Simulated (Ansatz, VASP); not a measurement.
## One calculation of AgCl, two programs

File INCAR:

```
SYSTEM = AgCl
PREC     = Accurate       ! precision mode
ENCUT    = 520            ! plane-wave cutoff, eV
EDIFF    = 1E-7           ! SCF threshold, eV
ISMEAR   = 0              ! smearing method
SIGMA    = 0.05           ! smearing width, eV
LREAL    = .False.        ! projectors in reciprocal space
LASPH    = .True.         ! aspherical terms in the spheres
NELM     = 100            ! most SCF steps
ALGO     = Fast           ! electronic algorithm
ISIF     = 2              ! what is computed and relaxed
LWAVE    = .False.        ! write WAVECAR
LCHARG   = .False.        ! write CHGCAR
GGA      = PS             ! functional
NBANDS   = 16             ! bands
```

File KPOINTS:

```
Automatic mesh
0
Gamma
  12 12 12
  0 0 0
```

Contents of POSCAR:

```
AgCl
1.0
    3.4339730000      0.0000000000      0.0000000000
    0.0000000000      3.4339730000      0.0000000000
    0.0000000000      0.0000000000      3.4339730000
Ag Cl
1 1
Direct
    0.0000000000      0.0000000000      0.0000000000
    0.5000000000      0.5000000000      0.5000000000
```

Input for Ansatz:

```yaml
crystal:
  lattice:
    - [3.433973, 0.0, 0.0]
    - [0.0, 3.433973, 0.0]
    - [0.0, 0.0, 3.433973]
  atoms:
    - { symbol: Ag, position: [0.0, 0.0, 0.0] }
    - { symbol: Cl, position: [0.5, 0.5, 0.5] }
basis:
  ecutwfc: 420
kpoints:
  mp_grid: { grid: [12, 12, 12] }
hamiltonian:
  xc: pbesol
scf:
  occupations: { method: gaussian, width: 0.05 }
output:
  forces: true
  stress: true
  eigenvalues: true
```

Measurements of this composition are mostly on another form, of space group No. 225.

Alike in both runs: task single point; functional PBEsol; k mesh 12 × 12 × 12; occupations gaussian, width 0.05 eV; no spin polarisation.

|  | VASP | Ansatz |
| --- | --- | --- |
| version | VASP 6.6.1 | Ansatz 0.2.0 |
| potentials or method | VASP PAW PBE potentials, release 64 (Ag, Cl) | scalar-relativistic, plane waves, PAW |
| plane-wave cutoff (eV) | 520 | 420 |
| valence electrons in the cell | 18 | 26 |

|  | VASP | Ansatz | Ansatz less VASP |
| --- | --- | --- | --- |
| gap on the k mesh at the Fermi level (eV) | 0.41 | 0.41 | -0.001 |
| least direct gap on the mesh (eV) | 1.93 | 1.93 | -0.001 |
| pressure (GPa) | -4.7 | -4.6 | +0.10 |

The functional is the same, so the differences come from potentials, cutoffs and numerics. The two sets of potentials don't hold the same shells in valence.

Caveats: the PAW data sets were made with another functional, which shifts forces and pressure a little (VASP). A k mesh can miss the band edges. PBEsol gaps usually lie below the measured ones, often by a third to a half.
